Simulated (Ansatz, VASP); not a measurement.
# As in VASP and in Ansatz

Contents of INCAR:

```
SYSTEM = As
  PREC = Accurate
  ENCUT = 520
  EDIFF = 1E-7
  ISMEAR = -1
  SIGMA = 0.05
  LREAL = .False.
  LASPH = .True.
  NELM = 60
  ALGO = Normal
  ISIF = 2
  LWAVE = .False.
  LCHARG = .False.
  GGA = PS
  NBANDS = 12
```

File KPOINTS:

```
Automatic mesh
0
Gamma
  9 9 9
  0 0 0
```

File POSCAR:

```
As
1.0
    1.9176846343      1.1071757398      3.5829826684
   -1.9176846343      1.1071757398      3.5829826684
    0.0000000000     -2.2143514796      3.5829826684
As
2
Direct
    0.2260000000      0.2260000000      0.2260000000
    0.7740000000      0.7740000000      0.7740000000
```

File input.yaml:

```yaml
crystal:
  lattice:
    - [1.9176846343, 1.1071757398, 3.5829826684]
    - [-1.9176846343, 1.1071757398, 3.5829826684]
    - [0.0, -2.2143514796, 3.5829826684]
  atoms:
    - { symbol: As, position: [0.226, 0.226, 0.226] }
    - { symbol: As, position: [0.774, 0.774, 0.774] }
hamiltonian:
  xc: pbesol
  pseudopotentials: { kind: paw }
kpoints:
  mp_grid: { grid: [9, 9, 9] }
scf:
  occupations: { method: fermi_dirac, width: 0.05 }
output:
  forces: true
  stress: true
  eigenvalues: true
  write_density: true
  write_potential: true
  elf: true
  volumetric_format: npy
```

Change from the starting cell: volume scaled by 1.06.

Alike in both runs: task single point; functional PBEsol; k mesh 9 × 9 × 9; occupations fermi-dirac, width 0.05 eV; no spin polarisation.

|  | VASP | Ansatz |
| --- | --- | --- |
| version | VASP 6.6.1 | Ansatz 0.2.0 |
| potentials or method | VASP PAW PBE potentials, release 64 (As) | Ansatz PAW |
| plane-wave cutoff (eV) | 520 | 420 |
| valence electrons in the cell | 10 | 30 |

```csv
,VASP,Ansatz,Ansatz less VASP
gap on the k mesh at the Fermi level (eV),none,none,-
pressure (GPa),-3.4,-3.8,-0.30
largest component of the traceless stress (GPa),0.45,0.54,+0.095
rms of the force components (eV/Å),0.030,0.001,-0.0287
```

Atom by atom the forces differ by 0.032 eV/Å (rms over components). A gap of «none» marks a metal or a gap that the smearing closes. The two sets of potentials don't hold the same shells in valence.

Caveats: the PAW data sets were made with another functional, which shifts forces and pressure a little (VASP); the PAW data sets come from PBE, with cores solved anew for the run's functional, which leaves a small shift of forces and pressure (Ansatz).
